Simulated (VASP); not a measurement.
# A VASP 6.6.1 single-point calculation on Be2C

INCAR

```
LWAVE = .FALSE.
LCHARG = .FALSE.
ISIF = 2
LASPH = .TRUE.
NBANDS = 11
IBRION = -1
EDIFF = 1E-7
ICHARG = 12
GGA = PE
LREAL = .FALSE.
SIGMA = 0.02
ISMEAR = -1
PREC = Accurate
NELM = 80
NSW = 0
ENCUT = 520
```

KPOINTS

```
KPOINTS created by Atomic Simulation Environment
0
Gamma
10 10 10
0 0 0
```

POSCAR

```
C  Be
 1.0000000000000000
     0.0000000000000000    2.2469050639999999    2.2469050639999999
     2.2469050639999999    0.0000000000000000    2.2469050639999999
     2.2469050639999999    2.2469050639999999    0.0000000000000000
 C   Be
   1   2
Cartesian
  0.0000000000000000  0.0000000000000000  0.0000000000000000
  1.1234525319999999  1.1234525319999999  1.1234525319999999
  3.3703575959999998  3.3703575959999998  3.3703575959999998
```

The recommended PBE PAW datasets give the neutral cell 8 valence electrons.

Command

```
mpirun -np 1 vasp_std
```

OSZICAR

```
N       E                     dE             d eps       ncg     rms          rms(c)
DAV:   1     0.210046325829E+01    0.21005E+01   -0.36935E+03  1034   0.649E+02
DAV:   2    -0.175527664384E+02   -0.19653E+02   -0.18374E+02  1413   0.115E+02
DAV:   3    -0.182962053020E+02   -0.74344E+00   -0.74036E+00  1358   0.169E+01
DAV:   4    -0.183002435206E+02   -0.40382E-02   -0.40377E-02  1201   0.145E+00
DAV:   5    -0.183002634239E+02   -0.19903E-04   -0.19903E-04  1304   0.913E-02
DAV:   6    -0.183002635645E+02   -0.14064E-06   -0.14059E-06  1348   0.682E-03
DAV:   7    -0.183002635655E+02   -0.10059E-08   -0.10188E-08  1316   0.397E-04
   1 F= -.18300264E+02 E0= -.18300264E+02  d E =-.374280E-11
```

It converged. Results: gap between bands v and c on the k mesh 2.51 eV; least direct gap on the k mesh 5.35 eV; pressure 43.2 GPa. Band v is the last that the valence electrons fill when counted band by band, and c is the next.

Task: Why shouldn't this run be trusted?

Result: Density file missing or never updated. On sound settings PBE gives a gap of 1.11 eV on its mesh and a pressure of -18.3 GPa for the intended cell. This run's energy (σ→0) differs from it by -331 meV an atom.
